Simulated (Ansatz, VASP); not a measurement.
# BAs: VASP beside Ansatz

```
CELL_PARAMETERS angstrom
0.00000 2.06847 2.06847
2.06847 0.00000 2.06847
2.06847 2.06847 0.00000
ATOMIC_POSITIONS crystal
B 0.00000 0.00000 0.00000
As 0.50000 0.50000 0.50000
```

Change from the starting cell: volume scaled by 0.72, PAW files.

Alike in both runs: task single point; functional PBE; k mesh 15 × 15 × 15; occupations fermi-dirac, width 0.08 eV; no spin polarisation.

```csv
,VASP,Ansatz
version,VASP 6.6.1,Ansatz 0.2.0
potentials or method,"VASP PAW PBE potentials, release 64 (B, As)","PAW with Ansatz's default frozen-core files, scalar-relativistic"
plane-wave cutoff (eV),520,420
valence electrons in the cell,8,18
```

Ansatz gave:

```
pressure (GPa) : 83.7
```

Question: Estimate VASP's values.

Answer: Pressure (GPa): 85.9.

The two sets of potentials don't hold the same shells in valence.

Caveats: the cell as given lies far from equilibrium; so large a pressure means that the cell lies far from this level's equilibrium, or that cutoff or potentials fall short (VASP).
